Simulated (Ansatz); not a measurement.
## Lu (fcc)

The computed numbers are results of HSE06, scalar-relativistic (no spin polarisation) in the plane-wave PAW code Ansatz at 420 eV, Γ-centred 8×8×8 mesh, 0.05 eV Gaussian smearing. The datasets are Ansatz's generated set soft_2.

```xyz
1
Lattice="0.0000 2.4944 2.4944 2.4944 0.0000 2.4944 2.4944 2.4944 0.0000" Properties=species:S:1:pos:R:3 pbc="T T T"
Lu    0.0000    0.0000    0.0000
```

At room temperature and ambient pressure Lu is hcp.

The volume is at zero pressure for this level.

Path: Γ–X–U | K–Γ–L–W–X, with Γ = (0.000, 0.000, 0.000), X = (0.500, 0.000, 0.500), U = (0.625, 0.250, 0.625), K = (0.375, 0.375, 0.750), L = (0.500, 0.500, 0.500), W = (0.500, 0.250, 0.750) in reciprocal vectors of the calculation's cell.

Problem. Is it a metal or an insulator, and if it has a gap, where are the band edges on this path?

Solution. A metal: bands cross the Fermi level.

Bands as a text map, energy in eV from the Fermi level (dashes), each leg drawn with the same width:
```
  3.75 |          **              
  3.50 |                   ** *   
  3.25 |                          
  3.00 | *          * **     *    
  2.75 |*            *  * *       
  2.50 |  *              *        
  2.25 |           *  *   *       
  2.00 | *          *             
  1.75 |    *                    *
  1.50 |   * **                 * 
  1.25 |       *       *   *   *  
  1.00 |        ** *              
  0.75 |  *                   *   
  0.50 |          *         *     
  0.25 |                *    *    
  0.00 |----------------------*---
 -0.25 |   *             **       
 -0.50 |      ****         **  *  
 -0.75 |    **              **  **
 -1.00 |                          
 -1.25 |        **            *   
 -1.50 |       *           *      
 -1.75 |                       *  
 -2.00 |     **                 * 
 -2.25 |    *     *              *
 -2.50 |                  *       
 -2.75 |   *             *        
 -3.00 |                          
        Γ   X   UK   Γ   L   W   X
```

With 25 valence electrons in the calculation's cell and no magnetic order, the bands, two electrons each, can't all be full or empty: band theory demands a metal. (Only strong correlation, outside this picture, could make a Mott insulator of it.)

These numbers lack spin–orbit coupling. For a metal under a hybrid functional this mesh is coarse.
